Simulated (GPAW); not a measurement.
# InP in GPAW: the effect of strain hydrostatic

The system is InP.

```
In P
1.0
     0.00000    2.81328    2.81328
     2.81328    0.00000    2.81328
     2.81328    2.81328    0.00000
In P
1 1
Direct
  0.00000 0.00000 0.00000
  0.75000 0.75000 0.75000
```

Alike in all runs:

- Program: GPAW 26.7.0
- Task: band structure
- Functional: PBEsol
- Potentials or basis: PAW data sets generated in the run's folder for this functional
- Cutoff: 600 eV
- Basis: pw
- k mesh: 8 × 8 × 8
- Occupations: fermi-dirac, width 0.05 eV
- Spin: no spin polarisation
- Maxiter: 150
- Band path: GXWKGLUWLK,UX
- Band points: 60

One run gave: pressure 0.4 GPa. Which strain hydrostatic did it use?
A. 0.01
B. 0.04
C. -0.04
D. 0
E. 0.02

D.

```csv
strain hydrostatic,pressure (GPa)
-0.04,11.6
-0.02,5.2
-0.01,2.6
0,0.4
0.01,-1.6
0.02,-3.2
0.04,-5.8
```

Caveats: the density grid can change from cell to cell, which puts small steps into energies and stress.
